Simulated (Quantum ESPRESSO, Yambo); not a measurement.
# GaAs (F-43m): a self-consistent loop beyond G0W0, cycle by cycle, part 2 of 2

How far does self-consistency move the gap of GaAs (F-43m)?

Quantum ESPRESSO 7.5 and Yambo 5.3.0; PBE and many-body steps on it, plane waves. Known limits of the many-body steps: not at the basis limit; no spin-orbit coupling; coarse k mesh.

So far. Step 4 (G0W0): The gap on the mesh goes from 0.52 eV to 1.18 eV, a correction of +0.66 eV. Step 5 (evGW0, cycle 1): Against G0W0 in Yambo (4×4×4 mesh, 124 bands, screening to 197.3 eV, Godby-Needs plasmon pole), the gap moves by +0.062 eV.

### Step 6. evGW0, cycle 2

Level of this step: evGW0 on PBE, plane waves, norm-conserving pseudopotentials (Yambo).

The corrected levels of the last cycle go back in.

The input, gw3.in:

```
HF_and_locXC
gw0
dyson
ppa
em1d
rim_cut
RandQpts= 1000000
RandGvec= 1 RL
EXXRLvcs= 104 Ry
VXCRLvcs= 416 Ry
Chimod= "HARTREE"
% BndsRnXp
 1 | 124 |
%
NGsBlkXp= 14.5 Ry
% LongDrXp
 1 | 1 | 1 |
%
% GbndRnge
 1 | 124 |
%
DysSolver= "n"
ExtendOut
PPAPntXp= 27.21138 eV
% QPkrange
 1 | 8 | 19 | 26 |
%
GfnQPdb= "E < ./gw2_fix/ndb.QP"
```

Command:

```sh
> OMP_NUM_THREADS=1 mpirun -n 4 yambo -F gw3.in -J gw3,gw1_W -C gw3 > gw3.log
```

The program printed:

```text
 Yambo, version 5.3.0

 [02] CORE Variables Setup
 =========================

  [... cell, symmetries and grids as in the set-up ...]

  [02.05] Energies & Occupations
  ==============================

  [X] === General ===
  [X] Electronic Temperature                        :  0.000000  0.000000 [eV K]
  [X] Bosonic    Temperature                        :  0.000000  0.000000 [eV K]
  [X] Finite Temperature mode                       : no
  [X] El. density                                   :  0.97390E+24 [cm-3]
[...]
Sx RL components                                 :   5601

   QP @ state[ 1 ] K range                          :   1   8
   QP @ state[ 1 ] b range                          :  19  26
   GF energies kind                                 : Perdew, Burke & Ernzerhof(X)+Perdew, Burke & Ernzerhof(C)+ E < ./gw1/ndb.QP + @E Fit+ E < ./gw2_fix/
   GF WF`s kind                                     : Perdew, Burke & Ernzerhof(X)+Perdew, Burke & Ernzerhof(C)
   Xs energies kind                                 : Perdew, Burke & Ernzerhof(X)+Perdew, Burke & Ernzerhof(C)
   Xs WF`s kind                                     : Perdew, Burke & Ernzerhof(X)+Perdew, Burke & Ernzerhof(C)

 [13] Game Over & Game summary
```

It took 9.8 min on 4 MPI ranks of Intel Xeon 6975P-C (Granite Rapids), shared host; peak memory 2.3 GiB.

Numbers from this step:

```
quasiparticle gap on the mesh                         : 1.245 eV
gap of the density functional on the mesh             : 0.5181 eV
k of the valence top                                  : 0, 0, 0
k of the conduction bottom                            : 0, 0, 0
least direct quasiparticle gap on the computed points : 1.245 eV
```

Against the cycle before, the gap moves by +0.007 eV.

The program's own table gives 1.384 eV, which is too large where the input levels are shifted: this version takes Σc at the unshifted level E₀, yet steps from the shifted one. The value above is the Newton step from E₀, E₀ + Z(Σc + Σx − Vxc), rebuilt from the printed columns.

### Step 7. evGW, cycle 1

This step: evGW on PBE, plane waves, norm-conserving pseudopotentials.

gw4.in, as its differences from gw3.in of step 6:

```diff
@@ -27,2 +27,3 @@
 %
-GfnQPdb= "E < ./gw2_fix/ndb.QP"
+GfnQPdb= "E < ./gw1/ndb.QP"
+XfnQPdb= "E < ./gw1/ndb.QP"
```

Command:

```sh
> OMP_NUM_THREADS=1 mpirun -n 4 yambo -F gw4.in -J gw4 -C gw4 > gw4.log
```

The program printed:

```text
 Yambo, version 5.3.0

 [02] CORE Variables Setup
 =========================

  [... cell, symmetries and grids as in the set-up ...]

  [02.05] Energies & Occupations
  ==============================

  [X] === General ===
  [X] Electronic Temperature                        :  0.000000  0.000000 [eV K]
  [X] Bosonic    Temperature                        :  0.000000  0.000000 [eV K]
  [X] Finite Temperature mode                       : no
  [X] El. density                                   :  0.97390E+24 [cm-3]
[...]
Sx RL components                                 :   5601

   QP @ state[ 1 ] K range                          :   1   8
   QP @ state[ 1 ] b range                          :  19  26
   GF energies kind                                 : Perdew, Burke & Ernzerhof(X)+Perdew, Burke & Ernzerhof(C)+ E < ./gw1/ndb.QP + @E Fit
   GF WF`s kind                                     : Perdew, Burke & Ernzerhof(X)+Perdew, Burke & Ernzerhof(C)
   Xs energies kind                                 : Perdew, Burke & Ernzerhof(X)+Perdew, Burke & Ernzerhof(C)
   Xs WF`s kind                                     : Perdew, Burke & Ernzerhof(X)+Perdew, Burke & Ernzerhof(C)

 [15] Game Over & Game summary
```

The job ended after 13 min (4 MPI ranks; peak memory 2.4 GiB; 52 min of CPU time).

This step gave:

- quasiparticle gap on the mesh: 1.289 eV
- gap of the density functional on the mesh: 0.5181 eV
- k of the valence top: 0, 0, 0
- k of the conduction bottom: 0, 0, 0
- least direct quasiparticle gap on the computed points: 1.289 eV

Against G0W0 in Yambo (4×4×4 mesh, 124 bands, screening to 197.3 eV, Godby-Needs plasmon pole), the gap moves by +0.113 eV.

The program's own table gives 1.411 eV, which is too large where the input levels are shifted: this version takes Σc at the unshifted level E₀, yet steps from the shifted one. The value above is the Newton step from E₀, E₀ + Z(Σc + Σx − Vxc), rebuilt from the printed columns.

### Step 8. evGW, cycle 2

gw5.in, as its differences from gw4.in of step 7:

```diff
@@ -27,3 +27,3 @@
 %
-GfnQPdb= "E < ./gw1/ndb.QP"
-XfnQPdb= "E < ./gw1/ndb.QP"
+GfnQPdb= "E < ./gw4_fix/ndb.QP"
+XfnQPdb= "E < ./gw4_fix/ndb.QP"
```

Command:

```sh
> OMP_NUM_THREADS=1 mpirun -n 4 yambo -F gw5.in -J gw5 -C gw5 > gw5.log
```

The program printed:

```text
 Yambo, version 5.3.0

 [02] CORE Variables Setup
 =========================

  [... cell, symmetries and grids as in the set-up ...]

  [02.05] Energies & Occupations
  ==============================

  [X] === General ===
  [X] Electronic Temperature                        :  0.000000  0.000000 [eV K]
  [X] Bosonic    Temperature                        :  0.000000  0.000000 [eV K]
  [X] Finite Temperature mode                       : no
  [X] El. density                                   :  0.97390E+24 [cm-3]
[...]
Sx RL components                                 :   5601

   QP @ state[ 1 ] K range                          :   1   8
   QP @ state[ 1 ] b range                          :  19  26
   GF energies kind                                 : Perdew, Burke & Ernzerhof(X)+Perdew, Burke & Ernzerhof(C)+ E < ./gw1/ndb.QP + @E Fit+ E < ./gw4_fix/
   GF WF`s kind                                     : Perdew, Burke & Ernzerhof(X)+Perdew, Burke & Ernzerhof(C)
   Xs energies kind                                 : Perdew, Burke & Ernzerhof(X)+Perdew, Burke & Ernzerhof(C)
   Xs WF`s kind                                     : Perdew, Burke & Ernzerhof(X)+Perdew, Burke & Ernzerhof(C)

 [15] Game Over & Game summary
```

Wall time 15 min (4 MPI ranks); peak memory 2.4 GiB.

Numbers from this step:

| Property | Result |
| --- | --- |
| quasiparticle gap on the mesh | 1.314 eV |
| gap of the density functional on the mesh | 0.5181 eV |
| k of the valence top | 0, 0, 0 |
| k of the conduction bottom | 0, 0, 0 |
| least direct quasiparticle gap on the computed points | 1.314 eV |

Against the cycle before, the gap moves by +0.025 eV.

The program's own table gives 1.453 eV, which is too large where the input levels are shifted: this version takes Σc at the unshifted level E₀, yet steps from the shifted one. The value above is the Newton step from E₀, E₀ + Z(Σc + Σx − Vxc), rebuilt from the printed columns.

### Step 9. evGW, cycle 3

gw6.in, as its differences from gw5.in of step 8:

```diff
@@ -27,3 +27,3 @@
 %
-GfnQPdb= "E < ./gw4_fix/ndb.QP"
-XfnQPdb= "E < ./gw4_fix/ndb.QP"
+GfnQPdb= "E < ./gw5_fix/ndb.QP"
+XfnQPdb= "E < ./gw5_fix/ndb.QP"
```

Command:

```sh
> OMP_NUM_THREADS=1 mpirun -n 4 yambo -F gw6.in -J gw6 -C gw6 > gw6.log
```

The program printed:

```text
 Yambo, version 5.3.0

 [02] CORE Variables Setup
 =========================

  [... cell, symmetries and grids as in the set-up ...]

  [02.05] Energies & Occupations
  ==============================

  [X] === General ===
  [X] Electronic Temperature                        :  0.000000  0.000000 [eV K]
  [X] Bosonic    Temperature                        :  0.000000  0.000000 [eV K]
  [X] Finite Temperature mode                       : no
  [X] El. density                                   :  0.97390E+24 [cm-3]
[...]
Sx RL components                                 :   5601

   QP @ state[ 1 ] K range                          :   1   8
   QP @ state[ 1 ] b range                          :  19  26
   GF energies kind                                 : Perdew, Burke & Ernzerhof(X)+Perdew, Burke & Ernzerhof(C)+ E < ./gw1/ndb.QP + @E Fit+ E < ./gw4_fix/
   GF WF`s kind                                     : Perdew, Burke & Ernzerhof(X)+Perdew, Burke & Ernzerhof(C)
   Xs energies kind                                 : Perdew, Burke & Ernzerhof(X)+Perdew, Burke & Ernzerhof(C)
   Xs WF`s kind                                     : Perdew, Burke & Ernzerhof(X)+Perdew, Burke & Ernzerhof(C)

 [15] Game Over & Game summary
```

Wall time 16 min (4 MPI ranks); peak memory 2.4 GiB.

Numbers from this step:

```yaml
quasiparticle_gap_on_the_mesh: 1.320 eV
gap_of_the_density_functional_on_the_mesh: 0.5181 eV
k_of_the_valence_top: 0, 0, 0
k_of_the_conduction_bottom: 0, 0, 0
least_direct_quasiparticle_gap_on_the_computed_points: 1.320 eV
```

Against the cycle before, the gap moves by +0.006 eV.

The program's own table gives 1.463 eV, which is too large where the input levels are shifted: this version takes Σc at the unshifted level E₀, yet steps from the shifted one. The value above is the Newton step from E₀, E₀ + Z(Σc + Σx − Vxc), rebuilt from the printed columns.

### Step 10. Side by side

Times are wall times on 4 MPI ranks of Intel Xeon 6975P-C (Granite Rapids), shared host, good to a factor of about two.

```
           run   mesh  bands  screening cutoff (eV)  DFT gap (eV)  gap on the mesh (eV)  direct (eV)     time
          G0W0  4×4×4    124                  197.3         0.518                 1.176        1.176   11 min
evGW0, cycle 1  4×4×4    124                  197.3         0.518                 1.238        1.238  9.3 min
evGW0, cycle 2  4×4×4    124                  197.3         0.518                 1.245        1.245  9.8 min
 evGW, cycle 1  4×4×4    124                  197.3         0.518                 1.289        1.289   13 min
 evGW, cycle 2  4×4×4    124                  197.3         0.518                 1.314        1.314   15 min
 evGW, cycle 3  4×4×4    124                  197.3         0.518                 1.320        1.320   16 min
```

### Step 11. Outcome

| Property | Result |
| --- | --- |
| G0W0 | 1.176 eV |
| evGW0, cycle 1 | 1.238 eV |
| evGW0, cycle 2 | 1.245 eV |
| evGW, cycle 1 | 1.289 eV |
| evGW, cycle 2 | 1.314 eV |
| evGW, cycle 3 | 1.320 eV |
| known limits | not at the basis limit; no spin-orbit coupling; coarse k mesh |

What this shows: evGW0 ends at 1.24 eV, +0.07 eV from G0W0, after 2 cycles that took 19 min beside the first screening; the last moved the gap by 0.007 eV. evGW ends at 1.32 eV, +0.14 eV from G0W0, after 3 cycles that took 44 min beside the first screening; the last moved the gap by 0.006 eV. Against experiment, by evGW, cycle 3: the direct gap of 1.32 eV lies −0.19 eV from the measured 1.51 eV (exciton, 77 K, 2020); the direct gap of 1.32 eV lies −0.10 eV from the measured 1.42 eV (exciton, 300 K, 2014); the direct gap of 1.32 eV lies −0.09 eV from the measured 1.412 ± 0.01 eV (direct, 300 K, 2008); the direct gap of 1.32 eV lies −0.10 eV from the measured 1.418 ± 0.005 eV (direct, 300 K, 2008). An exciton line or allowed optical edge lies below the quasiparticle gap by the binding energy; a forbidden edge can push the onset above it. These are gaps on the mesh, at modest bands and cutoff. The calculation has static nuclei and no excitons; a measured gap holds zero-point and thermal motion, which mostly lowers it. Bands and cutoff are finite, so the gap is not at the basis limit. The miss can reach some tenths of an eV and take either sign; the mesh is an error of its own. The 4×4×4 mesh is coarse for this cell, which bears on the long-range parts of exchange and screening. The many-body steps are scalar-relativistic: spin-orbit coupling is not in them.

[Paths, hosts, dates, memory and timing lines, banners, echoed tables and standing remarks are left out of the program output.]

[Logs are printed without paths, hosts, clocks, repeated set-up lines and the standing remarks that a program may print on its own settings, such as how far it seeks lower states.]

[Runs of the session that timed out or met a known fault of the program may be left out.]

[Hosts, paths, dates, database ids (printed as entryN), source tags and the programs' standing remarks are cut or masked in the printed files.]
